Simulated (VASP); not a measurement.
# Ag (Im-3m) in VASP: a series of runs

One crystal, Ag, is run at these levels: PBE, PBEsol; tasks: equation of state.

Everything below comes from runs of VASP 6.6.1. Logs are shortened: lines on timing, memory, paths and dates and some standing lists are left out, and cuts for length are marked.

## (1) Starting point

It takes space group Im-3m (No. 229, cubic). The conventional cell has a = 3.311 Å, b = 3.311 Å, c = 3.311 Å, α = 90.00°, β = 90.00°, γ = 90.00°. Ag (site symmetry m-3m) is surrounded by 8 Ag at 2.87 Å.

This isn't the form of Ag at room conditions, which is fcc.

## (2) Equation of state, PBE, 17.06 Å³/atom (volume scaled by 0.94)

The input, INCAR:

```
PREC     = Accurate       # precision mode
ENCUT    = 520            # plane-wave cutoff, eV
EDIFF    = 1E-7           # SCF threshold, eV
ISMEAR   = -1             # smearing method
SIGMA    = 0.05           # smearing width, eV
LREAL    = False          # projectors in reciprocal space
LASPH    = True           # aspherical terms in the spheres
NELM     = 60             # most SCF steps
ALGO     = Normal         # electronic algorithm
ISIF     = 2              # what is computed and relaxed
LWAVE    = False          # write WAVECAR
LCHARG   = False          # write CHGCAR
GGA      = PE             # functional
NBANDS   = 12             # bands
```

The input, KPOINTS:

```
regular mesh
0
Gamma
  11 11 11
```

The input, POSCAR:

```
Ag
1.0
   -1.6218556592      1.6218556592      1.6218556592
    1.6218556592     -1.6218556592      1.6218556592
    1.6218556592      1.6218556592     -1.6218556592
Ag
1
Direct
    0.0000000000      0.0000000000      0.0000000000
```

Potentials or basis: VASP PAW PBE potentials, release 64 (Ag).

Launch:

```bash
cat potpaw_PBE.64/Ag/POTCAR > POTCAR
mpirun -np 1 vasp_std > vasp.out
```

OUTCAR:

```text
PREC = Accurate
   ENCUT = 520
   EDIFF = 1E-7
   ISMEAR = -1
   LREAL = False
   LASPH = True
   NELM = 60
   ISIF = 2
   GGA = PE

 ion  position               nearest neighbor table
   1  0.000  0.000  0.000-

  LATTYP: Found a body centered cubic cell.
 ALAT       =     3.2437113184

  Lattice vectors:

 A1 = (  -1.6218556592,   1.6218556592,   1.6218556592)
 A2 = (   1.6218556592,  -1.6218556592,   1.6218556592)
 A3 = (   1.6218556592,   1.6218556592,  -1.6218556592)

Analysis of symmetry for initial positions (statically):
=====================================================================
 Subroutine PRICEL returns:
 Original cell was already a primitive cell.

 Routine SETGRP: Setting up the symmetry group for a
 body centered cubic supercell.

 Subroutine GETGRP returns: Found 48 space group operations
 (whereof 48 operations were pure point group operations)
 out of a pool of 48 trial point group operations.

The static configuration has the point symmetry O_h .

Analysis of symmetry for dynamics (positions and initial velocities):
=====================================================================
 Subroutine PRICEL returns:
 Original cell was already a primitive cell.

 Routine SETGRP: Setting up the symmetry group for a
 body centered cubic supercell.

 Subroutine GETGRP returns: Found 48 space group operations
 (whereof 48 operations were pure point group operations)
 out of a pool of 48 trial point group operations.

The dynamic configuration has the point symmetry O_h .

 Subroutine INISYM returns: Found 48 space group operations
 (whereof 48 operations are pure point group operations),
 and found     1 'primitive' translations

----------------------------------------------------------------------------------------

                                     Primitive cell

  volume of cell :      17.0646

  direct lattice vectors                    reciprocal lattice vectors
    -1.621855659  1.621855659  1.621855659     0.000000000  0.308288840  0.308288840
     1.621855659 -1.621855659  1.621855659     0.308288840  0.000000000  0.308288840
     1.621855659  1.621855659 -1.621855659     0.308288840  0.308288840  0.000000000

  length of vectors
     2.809136404  2.809136404  2.809136404     0.435986259  0.435986259  0.435986259

  position of ions in fractional coordinates (direct lattice)
     0.000000000  0.000000000  0.000000000

  ion indices of the primitive-cell ions
   primitive index   ion index
                 1           1

----------------------------------------------------------------------------------------

 KPOINTS: regular mesh

Automatic generation of k-mesh.
 Grid dimensions read from file:
 generate k-points for:   11   11   11

 Generating k-lattice:

  Cartesian coordinates                     Fractional coordinates (reciprocal lattice)
     0.000000000  0.028026258  0.028026258     0.090909091  0.000000000  0.000000000
     0.028026258  0.000000000  0.028026258     0.000000000  0.090909091  0.000000000
     0.028026258  0.028026258  0.000000000     0.000000000  0.000000000  0.090909091

  Length of vectors
     0.039635114  0.039635114  0.039635114

  Shift w.r.t. Gamma in fractional coordinates (k-lattice)
     0.000000000  0.000000000  0.000000000

 Subroutine IBZKPT returns following result:
 ===========================================

 Found     56 irreducible k-points:

 Following reciprocal coordinates:
            Coordinates               Weight
  0.000000  0.000000  0.000000      1.000000
  0.090909  0.000000  0.000000     12.000000
  0.181818  0.000000  0.000000     12.000000
  0.272727  0.000000  0.000000     12.000000
  0.363636  0.000000  0.000000     12.000000
  0.454545  0.000000  0.000000     12.000000
[... 42 lines left out ...]
 -0.363636  0.363636  0.272727     24.000000
 -0.454545  0.454545  0.272727     24.000000
 [... further k-points ...]
   k-points           NKPTS =     56   k-points in BZ     NKDIM =     56   number of bands    NBANDS=     12
   number of dos      NEDOS =    301   number of ions     NIONS =      1
   total plane-waves  NPLWV =  13824
   dimension x,y,z NGX =    24 NGY =   24 NGZ =   24
   dimension x,y,z NGXF=    48 NGYF=   48 NGZF=   48
   ions per type =               1
   NGX,Y,Z   is equivalent  to a cutoff of  14.20, 14.20, 14.20 a.u.
   NGXF,Y,Z  is equivalent  to a cutoff of  28.41, 28.41, 28.41 a.u.
 SYSTEM =  unknown system
   PREC   = accura    normal or accurate (medium, high low for compatibility)
   ISTART =      0    job   : 0-new  1-cont  2-samecut
   ICHARG =      2    charge: 1-file 2-atom 10-const
   ISPIN  =      1    spin polarized calculation?
   LNONCOLLINEAR =      F non collinear calculations
   LSORBIT =      F    spin-orbit coupling
   LASPH  =      T    aspherical Exc in radial PAW
   ENCUT  =  520.0 eV  38.22 Ry    6.18 a.u.   5.22  5.22  5.22*2*pi/ulx,y,z
   NELM   =     60;   NELMIN=  2; NELMDL= -5     # of ELM steps
   EDIFF  = 0.1E-06   stopping-criterion for ELM
   LREAL  =      F    real-space projection
   EDIFFG = 0.1E-05   stopping-criterion for IOM
   NSW    =      0    number of steps for IOM
   IBRION =     -1    ionic relax: 0-MD 1-quasi-New 2-CG
   NFREE  =      0    steps in history (QN), initial steepest desc. (CG)
   ISIF   =      2    stress and relaxation
   ISYM   =      2    0-nonsym 1-usesym 2-fastsym
   POTIM  = 0.5000    time-step for ionic-motion
   TEBEG  =    0.0;   TEEND  =   0.0 temperature during run
   PSTRESS=    0.0 pullay stress
   NELECT =      11.0000    total number of electrons
   NUPDOWN=      -1.0000    fix difference up-down
   EMIN   =  10.00;   EMAX   =-10.00  energy-range for DOS
   EFERMI =   0.00;   METHOD = LEGACY
   ISMEAR =    -1;   SIGMA  =   0.05  broadening in eV -4-tet -1-fermi 0-gaus
   EFERMI_NEDOS =   21; number of points for ismear=-14 and -15
   IALGO  =     38    algorithm
   IMIX   =      4    mixing-type and parameters
     AMIX     =   0.40;   BMIX     =  1.00
     AMIX_MAG =   1.60;   BMIX_MAG =  1.00
  volume/ion in A,a.u.               =      17.06       115.16
  Fermi-wavevector in a.u.,A,eV,Ry     =   1.414187  2.672426 27.210632  1.999925
  Thomas-Fermi vector in A             =   2.535755
   LORBIT       =      0    0 simple, 1 ext, 2 COOP (PROOUT), +10 PAW based schemes
   GGA     = PE    functional components
   LHFCALC =     F    Hartree Fock is set to
   AEXX    =    0.0000 exact exchange contribution
   IVDW    =     0    specifies the selected vdW correction
   LEPSILON=     F    determine dielectric tensor
   LRPA    =     F    only Hartree local field effects (RPA)
 non-spin polarized calculation
  energy-cutoff  :      520.00
  volume of cell :       17.06
 maximum number of plane-waves:       472
 NGX is ok and might be reduce to    24
   NGX = 11   NGY = 11   NGZ = 11

 number of electron      10.9999999 magnetization

 Free energy of the ion-electron system (eV)
  ---------------------------------------------------
  ext. energy  EPLUGINS =         0.00000000
  ---------------------------------------------------
  free energy    TOTEN  =        -2.68171206 eV

  energy without entropy =       -2.67786364  energy(sigma->0) =       -2.67978785

 E-fermi :   8.4187     XC(G=0): -12.2035

 val. band max:        8.3880582364   @ k =  -0.3636   0.4545   0.0909
 cond. band min:       8.5465701772   @ k =  -0.4545   0.4545   0.0909
 fundamental gap:      0.1585119408
 Fermi energy:         8.4187000823

 k-point     1 :       0.0000    0.0000    0.0000
  band No.  band energies     occupation
      1       0.6654      2.00000
      2       3.5049      2.00000
      3       3.5049      2.00000
      4       3.5049      2.00000
      5       4.8375      2.00000
      6       4.8375      2.00000
      7      26.4035      0.00000
      8      26.4035      0.00000
      9      26.4035      0.00000
     10      32.7281      0.00000
     11      32.7281      0.00000
     12      32.7281      0.00000

 k-point     2 :       0.0909    0.0000    0.0000
  band No.  band energies     occupation
      1       0.9355      2.00000
      2       3.4383      2.00000
      3       3.5160      2.00000
      4       3.6606      2.00000
      5       4.7678      2.00000
      6       4.8426      2.00000
      7      25.6927      0.00000
      8      26.2826      0.00000
      9      26.5951      0.00000
     10      30.5208      0.00000
     11      30.5449      0.00000
     12      31.1846      0.00000

 k-point     3 :       0.1818    0.0000    0.0000
  band No.  band energies     occupation
      1       1.6395      2.00000
      2       3.2636      2.00000
      3       3.5981      2.00000
      4       4.0984      2.00000
      5       4.6529      2.00000
      6       4.8598      2.00000
      7      23.1288      0.00000
      8      25.3197      0.00000
      9      27.0875      0.00000
     10      28.6072      0.00000
     11      29.2562      0.00000
     12      30.1805      0.00000

 k-point     4 :       0.2727    0.0000    0.0000
  band No.  band energies     occupation
      1       2.1940      2.00000
      2       3.0434      2.00000
      3       4.2557      2.00000
      4       4.6392      2.00000
      5       4.7251      2.00000
      6       4.8913      2.00000
      7      19.5562      0.00000
      8      23.7876      0.00000
      9      26.1312      0.00000
     10      27.6780      0.00000
     11      29.1095      0.00000
     12      31.5979      0.00000

 k-point     5 :       0.3636    0.0000    0.0000
  band No.  band energies     occupation
      1       2.1638      2.00000
      2       2.8489      2.00000
      3       4.7067      2.00000
      4       4.9295      2.00000
      5       5.3694      2.00000
      6       5.9423      2.00000
      7      16.0075      0.00000
      8      22.5360      0.00000
      9      24.1740      0.00000
     10      28.1603      0.00000
     11      29.3543      0.00000
     12      33.7688      0.00000
[... 468 lines left out ...]
      1       2.9259      2.00000
      2       2.9259      2.00000
      3       3.6332      2.00000
      4       4.9212      2.00000
      5       4.9212      2.00000
      6       9.3005      0.00000
      7      16.7941      0.00000
      8      17.8204      0.00000
      9      17.8204      0.00000
     10      31.9527      0.00000
     11      35.3230      0.00000
     12      35.3230      0.00000

 k-point    38 :       0.2727    0.1818    0.1818
  band No.  band energies     occupation
      1       2.8924      2.00000
      2       2.9739      2.00000
      3       3.7424      2.00000
      4       4.9461      2.00000
      5       4.9772      2.00000
      6      11.5669      0.00000
      7      14.3129      0.00000
      8      16.6616      0.00000
      9      17.3094      0.00000
     10      33.1729      0.00000
     11      35.2915      0.00000
     12      36.3209      0.00000

 k-point    39 :      -0.1818    0.1818    0.1818
  band No.  band energies     occupation
      1       2.4824      2.00000
      2       3.6989      2.00000
      3       3.6989      2.00000
      4       3.9832      2.00000
      5       4.0807      2.00000
      6       5.3587      2.00000
      7      23.6121      0.00000
      8      24.1763      0.00000
      9      24.2949      0.00000
     10      24.2949      0.00000
     11      31.2155      0.00000
     12      31.2155      0.00000

 k-point    40 :       0.2727    0.2727    0.1818
  band No.  band energies     occupation
      1       2.9214      2.00000
      2       3.3449      2.00000
      3       3.3449      2.00000
      4       4.9813      2.00000
      5       4.9813      2.00000
      6      13.9500      0.00000
      7      14.1202      0.00000
      8      14.1202      0.00000
      9      16.7982      0.00000
     10      34.9569      0.00000
     11      34.9569      0.00000
     12      37.8610      0.00000

 [... further k-points ...]

------------------------ aborting loop because EDIFF is reached ----------------------------------------

  FORCE on cell =-STRESS in cart. coord.  units (eV):
  Direction    XX          YY          ZZ          XY          YZ          ZX
  --------------------------------------------------------------------------------------
  -------------------------------------------------------------------------------------
  Total        0.5659139      0.5659139      0.5659139      0.0000000      0.0000000      0.0000000
  in kB       53.1330000     53.1330000     53.1330000      0.0000000      0.0000000      0.0000000
  external PRESSURE =      53.1330000 kB  Pullay stress =       0.0000000 kB

 VOLUME and BASIS-vectors are now :
 -----------------------------------------------------------------------------
  energy-cutoff  :      520.00
  volume of cell :       17.06
      direct lattice vectors                 reciprocal lattice vectors
    -1.621855659  1.621855659  1.621855659     0.000000000  0.308288840  0.308288840
     1.621855659 -1.621855659  1.621855659     0.308288840  0.000000000  0.308288840
     1.621855659  1.621855659 -1.621855659     0.308288840  0.308288840  0.000000000

 POSITION                                       TOTAL-FORCE (eV/Angst)
 -----------------------------------------------------------------------------------
      0.00000      0.00000      0.00000        -0.000000     -0.000000      0.000000
 -----------------------------------------------------------------------------------
    total drift:                                0.000000      0.000000     -0.000000

  FREE ENERGIE OF THE ION-ELECTRON SYSTEM (eV)
  ---------------------------------------------------
  free  energy   TOTEN  =        -2.6817120557 eV

  energy  without entropy=       -2.6778636351  energy(sigma->0) =       -2.67978785
```

Run time: 6 s. Hardware: 1 thread of Intel Xeon Platinum 8559C (Emerald Rapids), shared host; peak memory 0.14 GiB.

Results:

- Free energy: -2.6817 eV
- Pressure: 5.3 GPa
- Band gap on the k mesh: none (metal or under the smearing width)

[end of part 1 of 2]
